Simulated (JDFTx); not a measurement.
## CuI (Marshite) under changes of volume

One of the cells (27.302 Å³/atom); the others are scaled copies at fixed shape and fractional positions:

```
I Cu
1.0
     0.00000    3.01115    3.01115
     3.01115    0.00000    3.01115
     3.01115    3.01115    0.00000
I Cu
1 1
Direct
  0.00000 0.00000 0.00000
  0.75000 0.75000 0.75000
```

```yaml
Program: JDFTx 1.7.0 (patched build)
Functional: r2SCAN
Potentials_or_basis: SG15-PBE-1.2 with smoothed tails
Cutoff: 1361 eV
Density_cutoff: 10885 eV
k_mesh: 5 × 5 × 5
Occupations: fermi-dirac, width 0.05 eV
Spin: no spin polarisation
```

```csv
volume (Å³/atom),energy over the lowest point (meV/atom),pressure (GPa),gap on the mesh (eV)
26.188,?,?,?
26.745,3.63,1.5,1.72
27.302,0.00,0.5,1.67
28.417,1.86,-1.1,1.58
28.974,6.60,-1.7,1.53
```

Task: What does the run at 26.188 Å³/atom give?

Result: Energy over the lowest point 10.72 meV/atom; pressure 2.6 GPa; gap on the mesh 1.78 eV.

Worked out: A Birch-Murnaghan fit of order 2 (a polynomial in V^(-2/3)) to the other rows has its minimum at 27.67 Å³/atom with B0 = V·E''(V) = 41 GPa. It gives 10.59 meV/atom at 26.188 Å³/atom, against the run's 10.72, and -dE/dV = 2.5 GPa, against 2.6. A straight line through the other rows of the gap, of slope -2.35 eV per unit of ln V (its deformation potential), extrapolates to 1.77 eV, against the run's 1.78.

Energies are extrapolated to zero smearing.

Caveats: the potentials were made for another functional, which shifts forces and pressure; spin-orbit coupling is left out, which moves the levels of the heavy elements.
